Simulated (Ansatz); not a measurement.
Re under changes of volume

One of the cells (14.811 Å³/atom); the others are scaled copies at fixed shape and fractional positions:

```
Re
1.0
     2.76639    0.00000    0.00000
    -1.38319    2.39576    0.00000
     0.00000    0.00000    8.93885
Re
4
Direct
  0.66667 0.33333 0.75000
  0.00000 0.00000 0.50000
  0.33333 0.66667 0.25000
  0.00000 0.00000 0.00000
```

* Program: Ansatz 0.2.0
* Functional: PBE
* Potentials or basis: Ansatz NC
* Cutoff: 980 eV (not typed: the program's choice for these potentials)
* k mesh: 11 × 11 × 3
* Occupations: fermi-dirac, width 0.05 eV
* Spin: no spin polarisation

```csv
volume (Å³/atom),energy over the lowest point (meV/atom),pressure (GPa)
13.922,90.56,30.5
14.218,43.59,20.6
14.515,13.98,11.7
14.811,0.00,3.6
15.107,0.11,-3.6
15.403,?,?
15.699,37.00,-15.9
```

Problem. What does the run at 15.403 Å³/atom give?

Solution. Energy over the lowest point 12.88 meV/atom; pressure -10.1 GPa.

Worked out: A Birch-Murnaghan fit of order 3 (a polynomial in V^(-2/3)) to the other rows has its minimum at 14.96 Å³/atom with B0 = V·E''(V) = 365 GPa and B' = 4.3 at fixed shape and positions, which overstates the stiffness. It gives 12.86 meV/atom at 15.403 Å³/atom, against the run's 12.88, and -dE/dV = -10.1 GPa, against -10.1.

Energies are extrapolated to zero smearing.
